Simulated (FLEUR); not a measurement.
A run of FLEUR MaX-R8.1 (later development tree) is set up as follows.

inp.xml

```xml
<?xml version="1.0" encoding="UTF-8" standalone="no"?>
<fleurInput fleurInputVersion="0.39">
   <comment>
      FeO                                                                                                 
   </comment>
   <calculationSetup>
      <cutoffs Kmax="4.58" Gmax="14.2" GmaxXC="14.2" numbands="0"/>
      <scfLoop itmax="60" minDistance="0.00001" maxIterBroyd="15" imix="Anderson" alpha="0.05" precondParam="0.0" spinf="2.0" sdNocoIR="T"/>
      <coreElectrons ctail="T" frcor="F" kcrel="0" coretail_lmax="0"/>
      <xcFunctional name="pbe" relativisticCorrections="F"/>
      <magnetism jspins="2"/>
      <soc l_soc="F" theta="0.0" phi="0.0" spav="F"/>
      <expertModes spex="0" secvar="F"/>
      <geometryOptimization l_f="F" forcealpha="1.0" forcemix="BFGS" epsdisp="0.00001" epsforce="0.00001"/>
      <ldaU l_linMix="F" mixParam="0.05" spinf="1.0"/>
   </calculationSetup>
   <cell>
      <bzIntegration valenceElectrons="22.0" mode="hist" fermiSmearingEnergy="0.00183747">
         <kPointListSelection listName="default-1"/>
         <!-- k-points included here -->
         <xi:include xmlns:xi="http://www.w3.org/2001/XInclude" href="kpts.xml"> </xi:include>
      </bzIntegration>
      <!-- symmetry operations included here -->
      <xi:include xmlns:xi="http://www.w3.org/2001/XInclude" href="sym.xml"> </xi:include>
      <bulkLattice scale="1.0">
         <bravaisMatrix>
            <row-1>    0.0000000000000000     4.0731156889628402     4.0731156889628402</row-1>
            <row-2>    4.0731156889628402     0.0000000000000000     4.0731156889628402</row-2>
            <row-3>    4.0731156889628402     4.0731156889628402     0.0000000000000000</row-3>
         </bravaisMatrix>
      </bulkLattice>
   </cell>
   <atomSpecies>
      <species name="Iron (Fe) 3.000" element="Fe" atomicNumber="26">
         <mtSphere radius="2.14" gridPoints="707" logIncrement="0.017"/>
         <atomicCutoffs lmax="9" lnonsphr="9"/>
         <electronConfig flipSpins="F">
            <coreConfig>(1s1/2) (2s1/2) (2p1/2) (2p3/2)</coreConfig>
            <valenceConfig>(3s1/2) (3p1/2) (3p3/2) (4s1/2) (3d3/2) (3d5/2)</valenceConfig>
            <stateOccupation state="(3d3/2)" spinUp="1.5" spinDown="0.9"/>
            <stateOccupation state="(3d5/2)" spinUp="3.0" spinDown="0.6"/>
         </electronConfig>
         <energyParameters s="4" p="4" d="3" f="4"/>
         <lo type="SCLO" l="0" n="3" eDeriv="0"/>
         <lo type="SCLO" l="1" n="3" eDeriv="0"/>
         <lo type="SCLO" l="1" n="3" eDeriv="1"/>
         <lo type="SCLO" l="2" n="3" eDeriv="2"/>
         <lo type="SCLO" l="3" n="4" eDeriv="2"/>
      </species>
      <species name="Oxygen (O)" element="O" atomicNumber="8">
         <mtSphere radius="1.63" gridPoints="539" logIncrement="0.02"/>
         <atomicCutoffs lmax="8" lnonsphr="8"/>
         <electronConfig flipSpins="F">
            <coreConfig>(1s1/2)</coreConfig>
            <valenceConfig>(2s1/2) (2p1/2) (2p3/2)</valenceConfig>
            <stateOccupation state="(2p1/2)" spinUp="0.666667" spinDown="0.666667"/>
            <stateOccupation state="(2p3/2)" spinUp="1.333333" spinDown="1.333333"/>
         </electronConfig>
         <energyParameters s="2" p="2" d="3" f="4"/>
         <lo type="SCLO" l="0" n="2" eDeriv="2"/>
         <lo type="SCLO" l="1" n="2" eDeriv="2"/>
         <lo type="SCLO" l="2" n="3" eDeriv="2"/>
      </species>
   </atomSpecies>
   <atomGroups>
      <atomGroup species="Iron (Fe) 3.000">
         <relPos label="                   1">.0000000000 .0000000000 .0000000000</relPos>
         <force calculate="T" relaxXYZ="TTT"/>
      </atomGroup>
      <atomGroup species="Oxygen (O)">
         <relPos label="                   2">1.000/2.000 1.000/2.000 1.000/2.000</relPos>
         <force calculate="T" relaxXYZ="TTT"/>
      </atomGroup>
   </atomGroups>
   <output dos="F" band="F" slice="F">
      <checks vchk="F" cdinf="F"/>
      <bandDOS minEnergy="-.5*Htr" maxEnergy="0.5*Htr" sigma="0.015" storeEVData="T"/>
      <vacuumDOS vacdos="F" integ="F" star="F" nstars="0" locx1="0.0" locy1="0.0" locx2="0.0" locy2="0.0" nstm="0" tworkf="0.0"/>
      <unfoldingBand unfoldBand="F" supercellX="1" supercellY="1" supercellZ="1"/>
      <plotting iplot="0" polar="F">
         <plot TwoD="T" vec1="  1.0  0.0  0.0" vec2="  0.0  1.0  0.0" vec3="  0.0  0.0  1.0" zero="  0.0  0.0  0.0" file="plot"/>
      </plotting>
      <chargeDensitySlicing numkpt="0" minEigenval="0.0" maxEigenval="0.0" nnne="0" pallst="F"/>
      <specialOutput eonly="F"/>
      <moessbauerParams electricFieldGradient="T" isomerShift="T" coreHyperfine="T" valenceHyperfine="T"/>
      <magneticCircularDichroism mcd="F" energyLo="-10.0" energyUp="0.0"/>
   </output>
  <!-- We include the file relax.xml here to enable relaxations (see documentation) -->
  <xi:include xmlns:xi="http://www.w3.org/2001/XInclude" href="relax.xml"> <xi:fallback/> </xi:include>
</fleurInput>
```

The input crystal.txt:

```
FeO
&input cartesian=F /
0.0000000000  2.1554000000  2.1554000000
2.1554000000  0.0000000000  2.1554000000
2.1554000000  2.1554000000  0.0000000000
1.8897261246
1.0 1.0 1.0

2
26 0.0000000000  0.0000000000  0.0000000000 : 3.000
8 0.5000000000  0.5000000000  0.5000000000

&kpt div1=11 div2=11 div3=11 gamma=T /
```

File inp.xml (bands):

```
<?xml version="1.0" encoding="UTF-8" standalone="no"?>
<fleurInput fleurInputVersion="0.39">
   <comment>
      FeO                                                                                                 
   </comment>
   <calculationSetup>
      <cutoffs Kmax="4.58" Gmax="14.2" GmaxXC="14.2" numbands="0"/>
      <scfLoop itmax="60" minDistance="0.00001" maxIterBroyd="15" imix="Anderson" alpha="0.05" precondParam="0.0" spinf="2.0" sdNocoIR="T"/>
      <coreElectrons ctail="T" frcor="F" kcrel="0" coretail_lmax="0"/>
      <xcFunctional name="pbe" relativisticCorrections="F"/>
      <magnetism jspins="2"/>
      <soc l_soc="F" theta="0.0" phi="0.0" spav="F"/>
      <expertModes spex="0" secvar="F"/>
      <geometryOptimization l_f="F" forcealpha="1.0" forcemix="BFGS" epsdisp="0.00001" epsforce="0.00001"/>
      <ldaU l_linMix="F" mixParam="0.05" spinf="1.0"/>
   </calculationSetup>
   <cell>
      <bzIntegration valenceElectrons="22.0" mode="hist" fermiSmearingEnergy="0.00183747">
         <kPointListSelection listName="path-1"/>
         <!-- k-points included here -->
         <xi:include xmlns:xi="http://www.w3.org/2001/XInclude" href="kpts.xml"> </xi:include>
      </bzIntegration>
      <!-- symmetry operations included here -->
      <xi:include xmlns:xi="http://www.w3.org/2001/XInclude" href="sym.xml"> </xi:include>
      <bulkLattice scale="1.0">
         <bravaisMatrix>
            <row-1>    0.0000000000000000     4.0731156889628402     4.0731156889628402</row-1>
            <row-2>    4.0731156889628402     0.0000000000000000     4.0731156889628402</row-2>
            <row-3>    4.0731156889628402     4.0731156889628402     0.0000000000000000</row-3>
         </bravaisMatrix>
      </bulkLattice>
   </cell>
   <atomSpecies>
      <species name="Iron (Fe) 3.000" element="Fe" atomicNumber="26">
         <mtSphere radius="2.14" gridPoints="707" logIncrement="0.017"/>
         <atomicCutoffs lmax="9" lnonsphr="9"/>
         <electronConfig flipSpins="F">
            <coreConfig>(1s1/2) (2s1/2) (2p1/2) (2p3/2)</coreConfig>
            <valenceConfig>(3s1/2) (3p1/2) (3p3/2) (4s1/2) (3d3/2) (3d5/2)</valenceConfig>
            <stateOccupation state="(3d3/2)" spinUp="1.5" spinDown="0.9"/>
            <stateOccupation state="(3d5/2)" spinUp="3.0" spinDown="0.6"/>
         </electronConfig>
         <energyParameters s="4" p="4" d="3" f="4"/>
         <lo type="SCLO" l="0" n="3" eDeriv="0"/>
         <lo type="SCLO" l="1" n="3" eDeriv="0"/>
         <lo type="SCLO" l="1" n="3" eDeriv="1"/>
         <lo type="SCLO" l="2" n="3" eDeriv="2"/>
         <lo type="SCLO" l="3" n="4" eDeriv="2"/>
      </species>
      <species name="Oxygen (O)" element="O" atomicNumber="8">
         <mtSphere radius="1.63" gridPoints="539" logIncrement="0.02"/>
         <atomicCutoffs lmax="8" lnonsphr="8"/>
         <electronConfig flipSpins="F">
            <coreConfig>(1s1/2)</coreConfig>
            <valenceConfig>(2s1/2) (2p1/2) (2p3/2)</valenceConfig>
            <stateOccupation state="(2p1/2)" spinUp="0.666667" spinDown="0.666667"/>
            <stateOccupation state="(2p3/2)" spinUp="1.333333" spinDown="1.333333"/>
         </electronConfig>
         <energyParameters s="2" p="2" d="3" f="4"/>
         <lo type="SCLO" l="0" n="2" eDeriv="2"/>
         <lo type="SCLO" l="1" n="2" eDeriv="2"/>
         <lo type="SCLO" l="2" n="3" eDeriv="2"/>
      </species>
   </atomSpecies>
   <atomGroups>
      <atomGroup species="Iron (Fe) 3.000">
         <relPos label="                   1">.0000000000 .0000000000 .0000000000</relPos>
         <force calculate="T" relaxXYZ="TTT"/>
      </atomGroup>
      <atomGroup species="Oxygen (O)">
         <relPos label="                   2">1.000/2.000 1.000/2.000 1.000/2.000</relPos>
         <force calculate="T" relaxXYZ="TTT"/>
      </atomGroup>
   </atomGroups>
   <output dos="F" band="T" slice="F">
      <checks vchk="F" cdinf="F"/>
      <bandDOS minEnergy="-.5*Htr" maxEnergy="0.5*Htr" sigma="0.015" storeEVData="T"/>
      <vacuumDOS vacdos="F" integ="F" star="F" nstars="0" locx1="0.0" locy1="0.0" locx2="0.0" locy2="0.0" nstm="0" tworkf="0.0"/>
      <unfoldingBand unfoldBand="F" supercellX="1" supercellY="1" supercellZ="1"/>
      <plotting iplot="0" polar="F">
         <plot TwoD="T" vec1="  1.0  0.0  0.0" vec2="  0.0  1.0  0.0" vec3="  0.0  0.0  1.0" zero="  0.0  0.0  0.0" file="plot"/>
      </plotting>
      <chargeDensitySlicing numkpt="0" minEigenval="0.0" maxEigenval="0.0" nnne="0" pallst="F"/>
      <specialOutput eonly="F"/>
      <moessbauerParams electricFieldGradient="T" isomerShift="T" coreHyperfine="T" valenceHyperfine="T"/>
      <magneticCircularDichroism mcd="F" energyLo="-10.0" energyUp="0.0"/>
   </output>
  <!-- We include the file relax.xml here to enable relaxations (see documentation) -->
  <xi:include xmlns:xi="http://www.w3.org/2001/XInclude" href="relax.xml"> <xi:fallback/> </xi:include>
</fleurInput>
```

Potentials or basis: all-electron, FLAPW.

The run is started by

```bash
$ inpgen -f crystal.txt -profile fastHighL
$ # inp.xml edited to the form shown
$ fleur_MPI
$ fleur_MPI   # second run, on inp.xml (bands)
```

(1) What does it give for the net moment?

(2) What does it give for the band gap along the path?

(3) Predict the site moments.

Results:

(1) 4.00 μB per cell.

(2) none (metal or under the smearing width).

(3) Fe +3.60; O +0.31 μB.

Caveat: a cell with one magnetic atom can't hold antiferromagnetic order, which such compounds often take; semilocal functionals often make such compounds metallic where correlation or magnetic order opens a gap, which also shifts bond lengths.

**The experiment to reproduce.**

“W\"ustite: Electric, thermodynamic and optical properties of FeO”, 2012, arxiv:1203.1201 quotes, for a bulk crystal of FeO: band gap 2.4 eV (optical).

Against the measured gap of FeO, 2.4 eV (optical; quoted in “W\"ustite: Electric, thermodynamic and optical properties of FeO”, 2012, arxiv:1203.1201), the calculated 0.00 eV is off by -2.40 eV. So large a miss can be the level of theory's own, or it may mean another phase, state or a wrong row. The value is that of PBE, without temperature or zero-point motion. Semilocal functionals fall short of measured gaps as a rule. The run's magnetic order (collinear spin, ferromagnetic start) needn't be the measured crystal's.
